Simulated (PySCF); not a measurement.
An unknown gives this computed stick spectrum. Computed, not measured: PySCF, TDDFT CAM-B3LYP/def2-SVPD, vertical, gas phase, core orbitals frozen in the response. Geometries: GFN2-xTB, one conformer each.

```tsv
state	E (eV)	f	main configurations (H = HOMO, L = LUMO)
S1	5.24	0.0020	H→L (80%), H→L+1 (16%)
S2	7.28	0.027	H→L+1 (47%), H→L+2 (22%), H→L+4 (17%)
S3	7.74	0.037	H→L+2 (60%), H→L+1 (14%), H→L+4 (8%)
S4	8.16	0.099	H→L+4 (44%), H-1→L (20%), H→L+1 (9%)
S5	8.37	0.067	H-1→L (29%), H→L+3 (28%), H→L+4 (17%)
S6	8.45	0.119	H→L+3 (50%), H-1→L (36%)
S7	8.73	0.0018	H-1→L+1 (63%), H-1→L+2 (15%)
S8	8.76	0.0008	H-2→L (62%), H-5→L (18%)
```

Question: Which candidate is it? All have the formula C4H9N.
A. `C1CCNC1`
B. `C(=N/[H])/CCC`
C. `CC/C=N\C`
D. `NCC1CC1`

Answer: B. Its S1 lies at 5.24 eV; the nearest of the others has S1 at 4.83 eV. S1 is HOMO→LUMO (80%), HOMO→LUMO+1 (16%). Löwdin shares by element: HOMO nitrogen 59%, carbon 24% or more, hydrogen 8% or more; LUMO carbon 42% or more, nitrogen 27% (atoms not listed hold the other 31%). At the same level the other candidates give, for their lowest levels:
- `CC/C=N\C`: 4.83 eV (f 0.001); 6.69 eV (f 0.016); 7.52 eV (f 0.005); 7.64 eV (f 0.063); 7.75 eV (f 0.210); T1 4.06 eV; HOMO -8.22, LUMO 1.13 eV
- `NCC1CC1`: 6.38 eV (f 0.011); 7.44 eV (f 0.018); 7.74 eV (f 0.008); 7.85 eV (f 0.046); 8.18 eV (f 0.011); T1 6.07 eV; HOMO -8.32, LUMO 1.52 eV
- `C1CCNC1`: 6.13 eV (f 0.014); 7.19 eV (f 0.038); 7.36 eV (f 0.001); 7.75 eV (f 0.022); 8.18 eV (f 0.004); T1 5.91 eV; HOMO -8.01, LUMO 1.33 eV

The values belong to the conformer `[H]/[N:5]=[CH:4]\[CH2:3][CH2:2][CH3:1]`: C1–C2–C3–C4 64°, C2–C3–C4–N5 -129°.
Triplets come from the Tamm–Dancoff approximation.
